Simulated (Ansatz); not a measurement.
The system is HfN.

```xyz
2
Lattice="0.0000 2.4548 2.4548 2.4548 0.0000 2.4548 2.4548 2.4548 0.0000" Properties=species:S:1:pos:R:3 pbc="T T T"
Hf    0.0000    0.0000    0.0000
N     1.2274    1.2274    1.2274
```

The cell comes from a database or a generator and needn't be the stable form of this composition.

Base run:

| Quantity | Value |
| --- | --- |
| Program | Ansatz 0.2.0 |
| Functional | PBEsol |
| Potentials or basis | Ansatz PAW |
| Cutoff | 420 eV (not typed: the program's choice for these potentials) |
| k mesh | 9 × 9 × 9 |
| Occupations | fermi-dirac, width 0.05 eV |
| Spin | no spin polarisation |
| Hubbard terms | Hf d U = 3 eV |

Its results: band gap on the k mesh none (metal or under the smearing width); pressure -0.8 GPa.

Question: The run is repeated on the same cell with these changes: hubbard terms from Hf d U = 3 eV to Hf d U = 2 eV. What comes out?

Answer: Band gap on the k mesh none (metal or under the smearing width); pressure -2.3 GPa.

Caveats: spin-orbit coupling is left out, which moves the levels of the heavy elements; U without spin polarisation on a metal has little footing; the PAW data sets come from PBE, with cores solved anew for the run's functional, which leaves a small shift of forces and pressure.
